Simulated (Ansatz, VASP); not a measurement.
## HfB in VASP and in Ansatz

```
Hf B
1.0
     0.00000    2.35531    2.35531
     2.35531    0.00000    2.35531
     2.35531    2.35531    0.00000
Hf B
1 1
Direct
  0.50000 0.50000 0.50000
  0.00000 0.00000 0.00000
```

Change from the starting cell: volume scaled by 1.06.

Alike in both runs: task single point; functional PBE; k mesh 10 × 10 × 10; occupations fermi-dirac, width 0.05 eV; no spin polarisation.

```csv
,VASP,Ansatz
version,VASP 6.6.1,Ansatz 0.2.0
potentials or method,"VASP PAW PBE potentials, release 64 (Hf_pv, B), cutoff 520 eV","all-electron LAPW, scalar-relativistic"
```

|  | VASP | Ansatz | Ansatz less VASP |
| --- | --- | --- | --- |
| gap on the k mesh at the Fermi level (eV) | none | none | - |
| pressure (GPa) | 15.7 | 15.2 | -0.47 |

A gap of «none» marks a metal or a gap that the smearing closes. Ansatz ran all-electron here, so the differences hold the error of VASP's frozen core and of both bases.

Caveats: so large a pressure means that the cell lies far from this level's equilibrium, or that cutoff or potentials fall short (VASP). The runs have no spin-orbit coupling, so splittings on Hf are missing.
